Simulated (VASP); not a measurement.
## From an Ansatz input to VASP: BaZrO3 (strained cubic perovskite)

Ansatz input

```yaml
crystal:
  lattice:
    - [4.2053549142, 0.0, 0.0]
    - [0.0, 4.2053549142, 0.0]
    - [0.0, 0.0, 4.0791942668]
  atoms:
    - { symbol: Ba, position: [0.0, 0.0, 0.0] }
    - { symbol: Zr, position: [0.5, 0.5, 0.5] }
    - { symbol: O, position: [0.5, 0.5, 0.0] }
    - { symbol: O, position: [0.5, 0.0, 0.5] }
    - { symbol: O, position: [0.0, 0.5, 0.5] }
kpoints:
  mp_grid: { grid: [6, 6, 6] }
  band_path:
    path: [[0.0, 0.0, 0.0], [0.0, 0.5, 0.0], [0.5, 0.5, 0.0], [0.5, 0.5, 0.5]]
    npoints: 1
hamiltonian:
  xc: pbe
scf:
  occupations: { method: fermi_dirac, width: 0.02 }
  n_extra_bands: 5
output:
  forces: true
  stress: true
  eigenvalues: true
  write_density: true
  write_potential: true
  elf: true
  volumetric_format: npy
```

Problem. Which VASP files do the same job?

Solution. 

INCAR

```
NSW = 0
PREC = Accurate
NBANDS = 28
ISIF = 2
LREAL = .FALSE.
GGA = PE
SIGMA = 0.02
LASPH = .TRUE.
NELM = 120
ENCUT = 520
ISMEAR = -1
LCHARG = .FALSE.
EDIFF = 1E-7
IBRION = -1
LWAVE = .FALSE.
```

KPOINTS

```
KPOINTS created by Atomic Simulation Environment
0
Gamma
6 6 6
0 0 0
```

KPOINTS_OPT

```
special points
4
Reciprocal
0.0000000000 0.0000000000 0.0000000000 1
0.0000000000 0.5000000000 0.0000000000 1
0.5000000000 0.5000000000 0.0000000000 1
0.5000000000 0.5000000000 0.5000000000 1
```

POSCAR

```
Ba Zr O
 1.0000000000000000
     4.2053549142000000    0.0000000000000000    0.0000000000000000
     0.0000000000000000    4.2053549142000000    0.0000000000000000
     0.0000000000000000    0.0000000000000000    4.0791942668000001
 Ba  Zr  O
   1   1   3
Cartesian
  0.0000000000000000  0.0000000000000000  0.0000000000000000
  2.1026774570999995  2.1026774570999995  2.0395971333999996
  2.1026774570999995  2.1026774570999995  0.0000000000000000
  2.1026774570999995  0.0000000000000000  2.0395971333999996
  0.0000000000000000  2.1026774570999995  2.0395971333999996
```

VASP ran with the recommended PBE PAW datasets (40 valence electrons in the cell). Other inputs would serve too.

|  | Ansatz | VASP |
| --- | --- | --- |
| gap between bands v and c | 3.18 eV | 3.12 eV |
| least direct gap | 3.31 eV | 3.29 eV |
| pressure | 7.9 GPa | 9.0 GPa |

Datasets and cutoffs are each program's own. VASP's cell holds 40 valence electrons and Ansatz's 40. Ansatz's stress includes a Pulay correction; VASP's doesn't.
